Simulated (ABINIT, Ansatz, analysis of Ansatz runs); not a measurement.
# AlN (P6_3mc): the host for defect calculations

Aim: the runs on the perfect crystal AlN (P6_3mc) that a defect calculation needs first.

Program: Ansatz 0.2.0. Level of theory: plane-wave PAW DFT, LDA; relaxation of the host's cell and atoms, in the first sound run; inputs show where later runs differ. Results are calculated unless marked as measured.

This is a report of a sequence of runs, with most program output left out.

### 1. Set-up

The structure is hexagonal, space group P6_3mc (No. 186). The conventional cell has a = 3.129 Å, b = 3.129 Å, c = 5.017 Å, α = 90.00°, β = 90.00°, γ = 120.00°. Nearest to Al lie 4 N at 1.90 to 1.91 Å. N has 4 Al at 1.90 to 1.91 Å nearest. Farther neighbours and most contacts between anions are not listed.

### 2. Host cell relaxation

Lattice and positions are set free, within the symmetry that the program keeps.

Contents of cell/input.yaml:

```yaml
crystal:
  lattice:
    - [3.1285881, 0.0, 0.0]
    - [-1.5642941, 2.7094368, 0.0]
    - [0.0, 0.0, 5.016955]
  atoms:
    - { symbol: Al, position: [0.66666667, 0.33333333, 0.499287] }
    - { symbol: Al, position: [0.33333333, 0.66666667, 0.999287] }
    - { symbol: "N", position: [0.66666667, 0.33333333, 0.880713] }
    - { symbol: "N", position: [0.33333333, 0.66666667, 0.380713] }
basis:
  ecutwfc: 420
  xc_grid: 2
hamiltonian:
  xc: lda
kpoints:
  mp_grid: { grid: [10, 10, 6] }
scf:
  occupations: { method: fixed }
  max_iter: 100
relax:
  f_tol: 0.005
  max_steps: 60
  cell: {}
output:
  forces: true
  stress: true
checkpoint:
  write: "../cell.run"
  compress: false
  write_wavefunctions: false
  write_every: 100000
```

On the command line:

```sh
> ansatz run input.yaml --threads 4 --pin off --max-ram 15073MiB --backend cpu --events-out ev --progress --plain --runs-dir out
```

Elapsed: 5.5 s, on 4 threads of Arm Neoverse V1, shared host; peak memory 0.34 GiB; 18 s of CPU time.

Step by step:

```csv
step,energy less that of the first step (eV),largest force component (eV/Å),pressure (GPa),volume (Å³)
1,0.0000,0.0034,-7.86,42.53
2,-0.0354,0.0023,-3.90,41.66
3,-0.0483,0.0048,0.22,40.85
4,-0.0482,0.0164,0.09,40.87
5,-0.0482,0.0003,0.01,40.89
6,-0.0427,0.0002,-0.23,40.89
7,-0.0429,0.0004,0.00,40.84
8*,-0.0427,0.0003,-0.01,40.84
```

Relaxation steps marked * repeat the geometry before them on a plane-wave basis chosen anew for their cell, so energy and pressure can jump there. The log counts 2 steps on a newly chosen plane-wave basis, not all of them marked here; energy and pressure can jump at such steps.

Forces are held to the 12 operations that the run works with; a distortion that breaks them can't arise in this run.

```csv
"conventional cell, symmetrised",before,after,change
a (Å),3.129,3.089,-1.3 %
b (Å),3.129,3.089,-1.3 %
c (Å),5.017,4.943,-1.5 %
volume (Å³/atom),10.63,10.21,-4.0 %
```

Final coordinates:

```xyz
4
Lattice="3.0888 0.0000 0.0000 -1.5444 2.6750 0.0000 0.0000 0.0000 4.9430" Properties=species:S:1:pos:R:3 pbc="T T T"
Al    1.5444    0.8917    2.4666
Al    0.0000    1.7833    4.9381
N     1.5444    0.8917    4.3548
N     0.0000    1.7833    1.8833
```

Numbers from this step:

* pressure: -0.006162 GPa

The relaxation ends with a largest force component of 3.5e-4 eV/Å and a pressure of -0.01 GPa.

### 3. Defect free supercell on its symmetric sites

This cell, the one that will hold the defects, is built from the relaxed host. It is run at the k-points of the defect runs; forces that show here come from the change of settings, chiefly the coarser sampling.

This step: plane-wave PAW DFT, LDA; single point of the defect-free supercell (Ansatz 0.2.0).

System of this step: AlN. The cell holds 72 atoms: 36 Al and 36 N. Cell: a = 9.267 Å, b = 9.267 Å, c = 9.886 Å, α = 90.0°, β = 90.0°, γ = 120.0°.

Contents of pristine.point/input.yaml:

```yaml
crystal:
  lattice:
    - [9.2665478325, 8.55e-08, 0.0]
    - [-4.6332739903, 8.0250657856, 0.0]
    - [0.0, 0.0, 9.8860872122]
  atoms:
    - { symbol: Al, position: [0.2222222222, 0.1111111111, 0.2495020966] }
    - { symbol: Al, position: [0.1111111111, 0.2222222222, 0.4995020966] }
    - { symbol: "N", position: [0.2222222222, 0.1111111111, 0.4404979034] }
    - { symbol: "N", position: [0.1111111111, 0.2222222222, 0.1904979034] }
    - { symbol: Al, position: [0.2222222222, 0.1111111111, 0.7495020966] }
    - { symbol: Al, position: [0.1111111111, 0.2222222222, 0.9995020966] }
    - { symbol: "N", position: [0.2222222222, 0.1111111111, 0.9404979034] }
    - { symbol: "N", position: [0.1111111111, 0.2222222222, 0.6904979035] }
    - { symbol: Al, position: [0.2222222222, 0.4444444444, 0.2495020966] }
    - { symbol: Al, position: [0.1111111111, 0.5555555556, 0.4995020966] }
    - { symbol: "N", position: [0.2222222222, 0.4444444444, 0.4404979034] }
    - { symbol: "N", position: [0.1111111111, 0.5555555556, 0.1904979034] }
    - { symbol: Al, position: [0.2222222222, 0.4444444444, 0.7495020966] }
    - { symbol: Al, position: [0.1111111111, 0.5555555556, 0.9995020966] }
    - { symbol: "N", position: [0.2222222222, 0.4444444444, 0.9404979034] }
    - { symbol: "N", position: [0.1111111111, 0.5555555556, 0.6904979035] }
    - { symbol: Al, position: [0.2222222222, 0.7777777778, 0.2495020966] }
    - { symbol: Al, position: [0.1111111111, 0.8888888889, 0.4995020966] }
    - { symbol: "N", position: [0.2222222222, 0.7777777778, 0.4404979034] }
    - { symbol: "N", position: [0.1111111111, 0.8888888889, 0.1904979034] }
    - { symbol: Al, position: [0.2222222222, 0.7777777778, 0.7495020966] }
    - { symbol: Al, position: [0.1111111111, 0.8888888889, 0.9995020966] }
    - { symbol: "N", position: [0.2222222222, 0.7777777778, 0.9404979034] }
    - { symbol: "N", position: [0.1111111111, 0.8888888889, 0.6904979035] }
    - { symbol: Al, position: [0.5555555556, 0.1111111111, 0.2495020966] }
    - { symbol: Al, position: [0.4444444444, 0.2222222222, 0.4995020966] }
    - { symbol: "N", position: [0.5555555556, 0.1111111111, 0.4404979034] }
    - { symbol: "N", position: [0.4444444444, 0.2222222222, 0.1904979034] }
    - { symbol: Al, position: [0.5555555556, 0.1111111111, 0.7495020966] }
    - { symbol: Al, position: [0.4444444444, 0.2222222222, 0.9995020966] }
    - { symbol: "N", position: [0.5555555556, 0.1111111111, 0.9404979034] }
    - { symbol: "N", position: [0.4444444444, 0.2222222222, 0.6904979035] }
    - { symbol: Al, position: [0.5555555556, 0.4444444444, 0.2495020966] }
    - { symbol: Al, position: [0.4444444444, 0.5555555556, 0.4995020966] }
    - { symbol: "N", position: [0.5555555556, 0.4444444444, 0.4404979034] }
    - { symbol: "N", position: [0.4444444444, 0.5555555556, 0.1904979034] }
    - { symbol: Al, position: [0.5555555556, 0.4444444444, 0.7495020966] }
    - { symbol: Al, position: [0.4444444444, 0.5555555556, 0.9995020966] }
    - { symbol: "N", position: [0.5555555556, 0.4444444444, 0.9404979034] }
    - { symbol: "N", position: [0.4444444444, 0.5555555556, 0.6904979035] }
    - { symbol: Al, position: [0.5555555556, 0.7777777778, 0.2495020966] }
    - { symbol: Al, position: [0.4444444444, 0.8888888889, 0.4995020966] }
    - { symbol: "N", position: [0.5555555556, 0.7777777778, 0.4404979034] }
    - { symbol: "N", position: [0.4444444444, 0.8888888889, 0.1904979034] }
    - { symbol: Al, position: [0.5555555556, 0.7777777778, 0.7495020966] }
    - { symbol: Al, position: [0.4444444444, 0.8888888889, 0.9995020966] }
    - { symbol: "N", position: [0.5555555556, 0.7777777778, 0.9404979034] }
    - { symbol: "N", position: [0.4444444444, 0.8888888889, 0.6904979035] }
    - { symbol: Al, position: [0.8888888889, 0.1111111111, 0.2495020966] }
    - { symbol: Al, position: [0.7777777778, 0.2222222222, 0.4995020966] }
    - { symbol: "N", position: [0.8888888889, 0.1111111111, 0.4404979034] }
    - { symbol: "N", position: [0.7777777778, 0.2222222222, 0.1904979034] }
    - { symbol: Al, position: [0.8888888889, 0.1111111111, 0.7495020966] }
    - { symbol: Al, position: [0.7777777778, 0.2222222222, 0.9995020966] }
    - { symbol: "N", position: [0.8888888889, 0.1111111111, 0.9404979034] }
    - { symbol: "N", position: [0.7777777778, 0.2222222222, 0.6904979035] }
    - { symbol: Al, position: [0.8888888889, 0.4444444444, 0.2495020966] }
    - { symbol: Al, position: [0.7777777778, 0.5555555556, 0.4995020966] }
    - { symbol: "N", position: [0.8888888889, 0.4444444444, 0.4404979034] }
    - { symbol: "N", position: [0.7777777778, 0.5555555556, 0.1904979034] }
    - { symbol: Al, position: [0.8888888889, 0.4444444444, 0.7495020966] }
    - { symbol: Al, position: [0.7777777778, 0.5555555556, 0.9995020966] }
    - { symbol: "N", position: [0.8888888889, 0.4444444444, 0.9404979034] }
    - { symbol: "N", position: [0.7777777778, 0.5555555556, 0.6904979035] }
    - { symbol: Al, position: [0.8888888889, 0.7777777778, 0.2495020966] }
    - { symbol: Al, position: [0.7777777778, 0.8888888889, 0.4995020966] }
    - { symbol: "N", position: [0.8888888889, 0.7777777778, 0.4404979034] }
    - { symbol: "N", position: [0.7777777778, 0.8888888889, 0.1904979034] }
    - { symbol: Al, position: [0.8888888889, 0.7777777778, 0.7495020966] }
    - { symbol: Al, position: [0.7777777778, 0.8888888889, 0.9995020966] }
    - { symbol: "N", position: [0.8888888889, 0.7777777778, 0.9404979034] }
    - { symbol: "N", position: [0.7777777778, 0.8888888889, 0.6904979035] }
basis:
  ecutwfc: 420
  xc_grid: 2
hamiltonian:
  xc: lda
kpoints:
  mp_grid: { grid: [1, 1, 1], shift: [0.25, 0.25, 0.25] }
scf:
  occupations: { method: fermi_dirac, width: 0.01 }
  max_iter: 80
output:
  forces: true
```

Elapsed: 4.9 s, on 4 threads; peak memory 1 GiB; 17 s of CPU time.

### 4. Defect free supercell relaxed from displaced atoms

This step: plane-wave PAW DFT, LDA; relaxation of the defect-free supercell from random displacements, a test of the host's stability (Ansatz 0.2.0).

pristine.rattled/input.yaml, as its differences from pristine.point/input.yaml of step 3:

```diff
@@ -90 +90,5 @@
   forces: true
+relax:
+  f_tol: 0.01
+  max_steps: 120
+  random_displacement: { amplitude: 0.08, seed: 5796 }
```

It took 31 s on 4 threads; peak memory 1.1 GiB.

The steps of the relaxation:

```csv
step,energy less that of the first step (eV),largest force component (eV/Å)
1,0.0000,3.4756
2,-3.2425,1.8815
3,-4.8039,0.0293
4,-4.8039,0.0291
5,-4.7998,0.0861
6,-4.8045,0.0081
```

Relaxation step 5 was tried and not accepted.

The relaxation ends 67 meV an atom lower than the displaced start, with a largest force component of 0.0081 eV/Å.

### 5. Results

```
primitive cell vectors, lengths                        : 3.089, 3.089, 4.943 Å
symmetric supercell less the displaced and relaxed one : 0.003 eV
```

In words: Step 2: The cell shrank by 4.0 % in volume. Step 4: The energy fell by 4.805 eV from the randomly displaced start; the atoms end within 0.005 Å of the sites as typed, once the mean shift is taken out. The displaced cell ends within 0.01 eV of the symmetric one, so no lower structure shows in this supercell. All at zero temperature.

[Logs are printed without paths, hosts, clocks, repeated set-up lines and the standing remarks that a program may print on its own settings, such as how far it seeks lower states.]

[Hosts, paths, dates, database ids (printed as entryN), source tags and the programs' standing remarks are cut or masked in the printed files.]

[Runs of the host that timed out are not shown.]

[For some hosts the program warned that the k-mesh of the response run may be too coarse for force constants and the static dielectric constant; such warnings are not always shown.]
